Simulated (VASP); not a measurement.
# MgO (Periclase) (Fm-3m) in VASP: settings compared, part 2 of 2

VASP 6.6.1. Earlier steps stand in the parts before.

## 4. Relaxation of the atoms, r2SCAN (a relaxed cell with its volume scaled by 1.06)

INCAR

```
ALGO     = Normal         # electronic algorithm
EDIFF    = 1E-7           # SCF threshold, eV
EDIFFG   = -0.01          # ionic threshold
ENCUT    = 600            # plane-wave cutoff, eV
IBRION   = 2              # ionic algorithm
ISIF     = 2              # what is computed and relaxed
ISMEAR   = 0              # smearing method
LASPH    = T              # aspherical terms in the spheres
LCHARG   = F              # write CHGCAR
LMIXTAU  = T            
LREAL    = F              # projectors in reciprocal space
LWAVE    = F              # write WAVECAR
METAGGA  = R2SCAN         # meta-GGA
NELM     = 80             # most SCF steps
NSW      = 40             # ionic steps
PREC     = Accurate       # precision mode
SIGMA    = 0.03           # smearing width, eV
```

KPOINTS

```
k-points
0
Gamma
  12 12 12
```

POSCAR

```
MgO                                     
1.0
    0.0000000000      2.1375323269      2.1375323269
    2.1375323269      0.0000000000      2.1375323269
    2.1375323269      2.1375323269      0.0000000000
  Mg              O             
     1     1
Direct
     0.0000000000000000    0.0000000000000000    0.0000000000000000
     0.5000000000000000    0.5000000000000000    0.5000000000000000
```

Potentials or basis: VASP PAW PBE potentials, release 64 (Mg, O).

On the command line:

```sh
> cat potpaw_PBE.64/Mg/POTCAR potpaw_PBE.64/O/POTCAR > POTCAR
> mpirun -np 1 vasp_std > vasp.out
```

OUTCAR:

```text
EDIFF = 1E-7
   EDIFFG = -0.01
   ENCUT = 600
   IBRION = 2
   ISIF = 2
   ISMEAR = 0
   LASPH = T
   LREAL = F
   METAGGA = R2SCAN
   NELM = 80
   NSW = 40
   PREC = Accurate

 ion  position               nearest neighbor table
   1  0.000  0.000  0.000-   2 2.14   2 2.14   2 2.14   2 2.14   2 2.14   2 2.14
   2  0.500  0.500  0.500-   1 2.14   1 2.14   1 2.14   1 2.14   1 2.14   1 2.14

  LATTYP: Found a face centered cubic cell.
 ALAT       =     4.2750646538

  Lattice vectors:

 A1 = (   0.0000000000,   2.1375323269,   2.1375323269)
 A2 = (   2.1375323269,   0.0000000000,   2.1375323269)
 A3 = (   2.1375323269,   2.1375323269,   0.0000000000)

Analysis of symmetry for initial positions (statically):
=====================================================================
 Subroutine PRICEL returns:
 Original cell was already a primitive cell.

 Routine SETGRP: Setting up the symmetry group for a
 face centered cubic supercell.

 Subroutine GETGRP returns: Found 48 space group operations
 (whereof 48 operations were pure point group operations)
 out of a pool of 48 trial point group operations.

The static configuration has the point symmetry O_h .

Analysis of symmetry for dynamics (positions and initial velocities):
[... 173 lines left out ...]
      4       2.4555      2.00000
      5       7.6235      0.00000
      6      19.0281      0.00000
      7      19.0281      0.00000
      8      19.0281      0.00000
[... 243 lines left out ...]
 k-point    24 :      -0.4167    0.1667    0.0000
  band No.  band energies     occupation
      1     -14.3052      2.00000
      2      -1.5727      2.00000
      3       0.9535      2.00000
      4       1.7055      2.00000
      5      12.1180      0.00000
      6      15.4962      0.00000
      7      17.3148      0.00000
      8      20.0502      0.00000

 [... further k-points ...]

------------------------ aborting loop because EDIFF is reached ----------------------------------------

  FORCE on cell =-STRESS in cart. coord.  units (eV):
  Direction    XX          YY          ZZ          XY          YZ          ZX
  --------------------------------------------------------------------------------------
  -------------------------------------------------------------------------------------
  Total       -1.0777361     -1.0777361     -1.0777361      0.0000000      0.0000000     -0.0000000
  in kB      -88.4005454    -88.4005454    -88.4005454      0.0000000      0.0000000     -0.0000000
  external PRESSURE =     -88.4005454 kB  Pullay stress =       0.0000000 kB

 VOLUME and BASIS-vectors are now :
 -----------------------------------------------------------------------------
  energy-cutoff  :      600.00
  volume of cell :       19.53
      direct lattice vectors                 reciprocal lattice vectors
     0.000000000  2.137532327  2.137532327    -0.233914591  0.233914591  0.233914591
     2.137532327  0.000000000  2.137532327     0.233914591 -0.233914591  0.233914591
     2.137532327  2.137532327  0.000000000     0.233914591  0.233914591 -0.233914591

 POSITION                                       TOTAL-FORCE (eV/Angst)
 -----------------------------------------------------------------------------------
      0.00000      0.00000      0.00000         0.000000     -0.000000      0.000000
      2.13753      2.13753      2.13753        -0.000000      0.000000     -0.000000
 -----------------------------------------------------------------------------------
    total drift:                               -0.000000     -0.000000      0.000000

  FREE ENERGIE OF THE ION-ELECTRON SYSTEM (eV)
  ---------------------------------------------------
  free  energy   TOTEN  =       -16.1358701548 eV

  energy  without entropy=      -16.1358701548  energy(sigma->0) =      -16.13587015

 reached required accuracy - stopping structural energy minimisation
```

CONTCAR:

```text
MgO
   1.00000000000000
     0.0000000000000000    2.1375323269000002    2.1375323269000002
     2.1375323269000002    0.0000000000000000    2.1375323269000002
     2.1375323269000002    2.1375323269000002    0.0000000000000000
  Mg              O
     1     1
Direct
     0.0000000000000000    0.0000000000000000    0.0000000000000000
     0.5000000000000000    0.5000000000000000    0.5000000000000000

  0.00000000E+00  0.00000000E+00  0.00000000E+00
  0.00000000E+00  0.00000000E+00  0.00000000E+00
```

Wall time 3.1 min (1 thread of AMD EPYC 7R43 (Zen 3), shared host); peak memory 0.12 GiB.

Results:

```
Free energy             : -16.1359 eV
Pressure after relaxing : -8.8 GPa
Band gap on the k mesh  : 5.17 eV, direct
```

Final structure:
```yaml
crystal:
  lattice:
    - [0.00000, 2.13753, 2.13753]
    - [2.13753, 0.00000, 2.13753]
    - [2.13753, 2.13753, 0.00000]
  atoms:
    - { symbol: Mg, position: [0.00000, 0.00000, 0.00000] }
    - { symbol: O, position: [0.50000, 0.50000, 0.50000] }
```

Caveat: the relaxation stopped at its first step, so nothing moved; the PAW data sets were made with another functional, which shifts forces and pressure a little.

## 5. Relaxation of cell and atoms, PBEsol

INCAR

```
SYSTEM = MgO
PREC = Accurate ; ENCUT = 600
EDIFF = 1E-6 ; ISMEAR = 0
SIGMA = 0.03 ; LREAL = .False.
LASPH = .True. ; NELM = 80
ALGO = Normal ; ISIF = 3
LWAVE = .False. ; LCHARG = .False.
GGA = PS ; IBRION = 2
NSW = 90 ; EDIFFG = -0.01
```

KPOINTS

```
Automatic mesh
0
Gamma
  12 12 12
  0 0 0
```

POSCAR

```
MgO
1.0
    0.0000000000      2.1085000000      2.1085000000
    2.1085000000      0.0000000000      2.1085000000
    2.1085000000      2.1085000000      0.0000000000
Mg O
1 1
Direct
    0.0000000000      0.0000000000      0.0000000000
    0.5000000000      0.5000000000      0.5000000000
```

On the command line:

```sh
> cat potpaw_PBE.64/Mg/POTCAR potpaw_PBE.64/O/POTCAR > POTCAR
> mpirun -np 1 vasp_std > vasp.out
```

It took 9.6 s on 1 thread of Intel Xeon Platinum 8488C (Sapphire Rapids), shared host; peak memory 0.15 GiB.

The run converged. Its results:

| Quantity | Value |
| --- | --- |
| Free energy | -12.5157 eV |
| Relaxed volume | 9.31 Å³/atom |
| Relaxed cell | a = 2.975 Å, b = 2.975 Å, c = 2.975 Å, α = 60.00°, β = 60.00°, γ = 60.00° |
| Space group after relaxing (to 0.05 Å) | Fm-3m (No. 225) |
| Energy gained by relaxing | 0.2 meV/atom |
| Ionic steps | 3 |
| Pressure after relaxing | 0.0 GPa |
| Band gap on the k mesh | 4.66 eV, direct |

Step by step:
| step | energy change (eV) | largest force (eV/Å) | pressure (GPa) | volume (Å³) |
| --- | --- | --- | --- | --- |
| 1 | 0.0000 | 0.0000 | -1.04 | 18.75 |
| 2 | -0.0003 | 0.0000 | 0.38 | 18.58 |
| 3 | -0.0004 | 0.0000 | 0.00 | 18.63 |

Final structure:
```cif
data_structure
_symmetry_space_group_name_H-M 'P 1'
_symmetry_Int_Tables_number 1
_cell_length_a 2.9754
_cell_length_b 2.9754
_cell_length_c 2.9754
_cell_angle_alpha 60.000
_cell_angle_beta 60.000
_cell_angle_gamma 60.000
_cell_volume 18.63
loop_
_atom_site_label
_atom_site_type_symbol
_atom_site_fract_x
_atom_site_fract_y
_atom_site_fract_z
_atom_site_occupancy
Mg1 Mg 0.00000 0.00000 0.00000 1
O1 O 0.50000 0.50000 0.50000 1
```

Levels at points of the mesh, in eV from the valence-band top:
| k point | band 1 | band 2 | band 3 | band 4 | band 5 | band 6 | band 7 | band 8 |
| --- | --- | --- | --- | --- | --- | --- | --- | --- |
| (0.00, 0.00, 0.00) | -17.22 | 0.00 | 0.00 | 0.00 | 4.66 | 15.65 | 15.65 | 15.65 |
| (0.50, 0.00, 0.00) | -15.90 | -4.69 | -0.67 | -0.67 | 7.77 | 12.54 | 16.21 | 16.21 |
| (0.50, 0.50, 0.00) | -15.63 | -4.16 | -1.37 | -1.37 | 8.93 | 9.91 | 13.00 | 18.89 |

Caveat: the PAW data sets were made with another functional, which shifts forces and pressure a little. A k mesh can miss the band edges.

## 6. Relaxation of cell and atoms, PBEsol

This run uses another cell than the first one, of 9.31 Å³/atom, 0.994 times its volume.

INCAR

```
SYSTEM = MgO
PREC = Accurate ; ENCUT = 600
EDIFF = 1E-7 ; ISMEAR = 0
SIGMA = 0.03 ; LREAL = .False.
LASPH = .True. ; NELM = 80
ALGO = Normal ; ISIF = 3
LWAVE = .False. ; LCHARG = .False.
GGA = PS ; IBRION = 2
NSW = 90 ; EDIFFG = -0.005
```

KPOINTS is that of step 5.

POSCAR

```
MgO                                     
1.0
    0.0000000000      2.1039232588      2.1039232588
    2.1039232588     -0.0000000000      2.1039232588
    2.1039232588      2.1039232588      0.0000000000
  Mg              O             
     1     1
Direct
     0.0000000000000000    0.0000000000000000    0.0000000000000000
     0.5000000000000000    0.5000000000000000    0.5000000000000000
```

Potentials or basis: VASP PAW PBE potentials, release 64 (Mg, O).

On the command line:

```sh
> cat potpaw_PBE.64/Mg/POTCAR potpaw_PBE.64/O/POTCAR > POTCAR
> mpirun -np 1 vasp_std > vasp.out
```

It took 5.6 s on 1 thread of Intel Xeon Platinum 8488C (Sapphire Rapids), shared host; peak memory 0.15 GiB.

The run converged. Its results:

| Property | Result |
| --- | --- |
| Free energy | -12.5154 eV |
| Pressure after relaxing | 0.0 GPa |
| Band gap on the k mesh | 4.66 eV, direct |

Final structure:
```
Mg O
1.0
     0.00000    2.10392    2.10392
     2.10392    0.00000    2.10392
     2.10392    2.10392    0.00000
Mg O
1 1
Direct
  0.00000 0.00000 0.00000
  0.50000 0.50000 0.50000
```

Levels at points of the mesh, in eV from the valence-band top:
| k point | band 2 | band 3 | band 4 | band 5 | band 6 | band 7 |
| --- | --- | --- | --- | --- | --- | --- |
| (0.00, 0.00, 0.00) | 0.00 | 0.00 | 0.00 | 4.66 | 15.65 | 15.65 |
| (0.50, 0.00, 0.00) | -4.69 | -0.67 | -0.67 | 7.77 | 12.54 | 16.21 |
| (0.50, 0.50, 0.00) | -4.16 | -1.37 | -1.37 | 8.93 | 9.91 | 13.00 |

Caveat: the relaxation stopped at its first step, so nothing moved; the PAW data sets were made with another functional, which shifts forces and pressure a little.

## 7. Summary

```csv
task,level,cell,gap on the mesh (eV),pressure (GPa)
relaxation of the atoms,r2SCAN,atoms relaxed from: a relaxed cell with its volume scaled by 1.02,5.55,-3.2
relaxation of the atoms,r2SCAN,atoms relaxed from: a relaxed cell with its volume scaled by 1.04,5.35,-6.2
relaxation of the atoms,r2SCAN,atoms relaxed from: a relaxed cell with its volume scaled by 1.06,5.17,-8.8
relaxation of cell and atoms,PBEsol,relaxed,4.66,0.0
```

Alike in all rows: potentials or basis VASP PAW PBE potentials, release 64 (Mg, O); no spin polarisation; k mesh 12 × 12 × 12; cutoff (eV) 600; smearing gaussian 0.03 eV.

Caveats: the relaxation stopped at its first step, so nothing moved; the PAW data sets were made with another functional, which shifts forces and pressure a little.

Absolute energies hang on the potentials; compare differences alone.
